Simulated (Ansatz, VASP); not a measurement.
# Two plane-wave programs on SrO

```
Sr O
1.0
     4.33404    0.00000    0.00000
    -2.16702    3.75339    0.00000
     0.00000    0.00000    5.01718
Sr O
2 2
Cartesian
  0.0000 2.5023 4.7068
  2.1670 1.2511 2.1982
  0.0000 2.5023 2.1919
  2.1670 1.2511 4.7005
```

Alike in both runs: task single point; functional LDA; k mesh 9 × 9 × 6; occupations gaussian, width 0.05 eV; no spin polarisation.

|  | VASP | Ansatz |
| --- | --- | --- |
| version | VASP 6.6.1 | Ansatz 0.2.0 |
| potentials or method | VASP PAW LDA potentials, release 64 (Sr_sv, O) | scalar-relativistic, plane waves, PAW |
| plane-wave cutoff (eV) | 520 | 420 |
| valence electrons in the cell | 32 | 32 |

VASP gave:

| Quantity | Value |
| --- | --- |
| gap on the k mesh at the Fermi level (eV) | 2.29 |
| least direct gap on the mesh (eV) | 2.29 |
| pressure (GPa) | -3.5 |
| largest component of the traceless stress (GPa) | 2.57 |
| rms of the force components (eV/Å) | 0.012 |

Task: What did Ansatz give for the same quantities?

Result: gap on the k mesh at the Fermi level (eV): 2.31; least direct gap on the mesh (eV): 2.31; pressure (GPa): -4.0; largest component of the traceless stress (GPa): 2.36; rms of the force components (eV/Å): 0.011.

Atom by atom the forces differ by 0.001 eV/Å (rms over components).

Caveats: an odd mesh through Γ misses points on the zone boundary, where band edges often lie. A hybrid or GW would open this gap; LDA tends to underestimate it.
